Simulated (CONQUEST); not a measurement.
**SnSe under changes of volume**

One of the cells (26.676 Å³/atom); the others are scaled copies at fixed shape and fractional positions:

```
Sn Se
1.0
     4.19000    0.00000    0.00000
     0.00000    4.46000    0.00000
     0.00000    0.00000   11.42000
Sn Se
4 4
Direct
  0.75000 0.90900 0.87700
  0.25000 0.40900 0.62300
  0.75000 0.59100 0.37700
  0.25000 0.09100 0.12300
  0.75000 0.98400 0.64300
  0.25000 0.48400 0.85700
  0.75000 0.51600 0.14300
  0.25000 0.01600 0.35700
```

| Quantity | Value |
| --- | --- |
| Program | CONQUEST 1.3 |
| Functional | PBEsol |
| Potentials or basis | PseudoDojo NC PBEsol, DZP, grid of 40 × 48 × 108 points |
| k mesh | 6 × 6 × 3 |
| Occupations | fermi-dirac, width 0.05 eV |
| Spin | no spin polarisation |

```tsv
volume (Å³/atom)	energy over the lowest point (meV/atom)	pressure (GPa)	gap on the mesh (eV)	largest force (eV/Å)
25.076	24.17	4.5	0.50	0.826
25.609	11.59	3.1	0.49	0.665
26.143	3.69	1.7	0.49	0.517
26.676	0.00	0.5	0.50	0.383
27.210	0.08	-0.6	0.51	0.264
27.743	3.72	-1.6	0.53	0.187
28.277	?	?	?	?
```

Task: What does the run at 28.277 Å³/atom give?

Result: Energy over the lowest point 10.27 meV/atom; pressure -2.3 GPa; gap on the mesh 0.54 eV; largest force 0.157 eV/Å.

Worked out: A Birch-Murnaghan fit of order 3 (a polynomial in V^(-2/3)) to the other rows has its minimum at 26.92 Å³/atom with B0 = V·E''(V) = 55 GPa and B' = 3.8 at fixed shape and positions, which overstates the stiffness. It gives 10.49 meV/atom at 28.277 Å³/atom, against the run's 10.27, and -dE/dV = -2.5 GPa, against -2.3. A parabola through the other rows of the gap, of slope 1.49 eV per unit of ln V there, extrapolates to 0.56 eV, against the run's 0.54.

Energies are extrapolated to zero smearing.

Caveats: spin-orbit coupling is left out, which moves the levels of the heavy elements; an odd mesh through Γ misses points on the zone boundary, where band edges often lie; the basis of atomic orbitals isn't converged, which shifts pressures, moduli and gaps; this functional lacks dispersion, which binds the layers, so the pressure and a relaxed spacing across them are unreliable (some runs).
